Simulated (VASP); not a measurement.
Here is a VASP 6.6.1 calculation.

File POSCAR:

```
KBr
1.0
    0.0000000000      3.1909146434      3.1909146434
    3.1909146434      0.0000000000      3.1909146434
    3.1909146434      3.1909146434      0.0000000000
  K               Br
     1     1
Direct
     0.0000000000000000    0.0000000000000000    0.0000000000000000
     0.5000000000000000    0.5000000000000000    0.5000000000000000
```

INCAR.step1

```
PREC = Accurate ; ENCUT = 600
EDIFF = 1E-8 ; ISMEAR = 0
SIGMA = 0.03 ; LREAL = F
LASPH = T ; NELM = 80
ALGO = Normal ; ISIF = 3
LWAVE = F ; LCHARG = F
GGA = CA ; IBRION = 2
NSW = 40 ; EDIFFG = -0.002
```

INCAR.step2

```
PREC = Accurate ; ENCUT = 600
EDIFF = 1E-8 ; ISMEAR = 0
SIGMA = 0.03 ; LREAL = F
LASPH = T ; NELM = 80
ALGO = Normal ; ISIF = 2
LWAVE = F ; LCHARG = F
GGA = CA ; IBRION = 6
NFREE = 2 ; POTIM = 0.015
NSW = 1
```

File KPOINTS:

```
Automatic mesh
0
Gamma
  8 8 8
```

Potentials or basis: VASP PAW LDA potentials, release 64 (K_sv, Br).

Run with:

```sh
$ cat potpaw_LDA.64/K_sv/POTCAR potpaw_LDA.64/Br/POTCAR > POTCAR
$ cp INCAR.step1 INCAR
$ mpirun -np 1 vasp_std > vasp.out
$ cp CONTCAR POSCAR
$ cp INCAR.step2 INCAR
$ mpirun -np 1 vasp_std > vasp.out
```

Problem. Predict the highest phonon frequency at Γ, LO-TO splitting left out.

Solution. 130 cm⁻¹.

Phonon frequencies in cm⁻¹ (negative: imaginary):
```tsv
q point	frequencies
(0.000, 0.000, 0.000)	0 0 0 130 130 130
```
